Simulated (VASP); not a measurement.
Set up this calculation in VASP 6.6.1, as the native input.

```yaml
Task: relaxation of cell and atoms
Functional: PBEsol
Potentials_or_basis: VASP PAW PBE potentials, release 64 (Al)
Cutoff: 520 eV
k_mesh: 18 × 18 × 18
Occupations: gaussian, width 0.1 eV
Spin: no spin polarisation
Further_INCAR_settings: ALGO = Normal; EDIFF = 1e-07; IBRION = 2; EDIFFG = -0.002; NSW = 80; ISIF = 3
```

The structure of Al lies in POSCAR:

```
Al                                      
1.0
    0.0000000000      2.0080141416      2.0080141416
    2.0080141416      0.0000000000      2.0080141416
    2.0080141416      2.0080141416      0.0000000000
  Al            
     1
Direct
     0.0000000000000000    0.0000000000000000    0.0000000000000000
```

One way to write it, as run:

INCAR

```
SYSTEM = Al
PREC = Accurate ; ENCUT = 520
EDIFF = 1E-7 ; ISMEAR = 0
SIGMA = 0.1 ; LREAL = .False.
LASPH = .True. ; NELM = 100
ALGO = Normal ; ISIF = 3
LWAVE = .False. ; LCHARG = .False.
GGA = PS ; IBRION = 2
NSW = 80 ; EDIFFG = -0.002
KPAR = 4
```

KPOINTS

```
Automatic mesh
0
Gamma
  18 18 18
  0 0 0
```

Potentials or basis: VASP PAW PBE potentials, release 64 (Al).

Command:

```sh
$ cat potpaw_PBE.64/Al/POTCAR > POTCAR
$ mpirun -np 4 vasp_std > vasp.out
```

Results of the run:

- Pressure after relaxing: 0.0 GPa
- Band gap on the k mesh: none (metal or under the smearing width)

Caveat: the relaxation stopped at its first step, so nothing moved; the PAW data sets were made with another functional, which shifts forces and pressure a little.

It took 2.3 s on 4 MPI ranks on AMD EPYC 9R45 96-Core Processor (Zen 5), on a shared host, peak memory 0.11 GiB a rank.
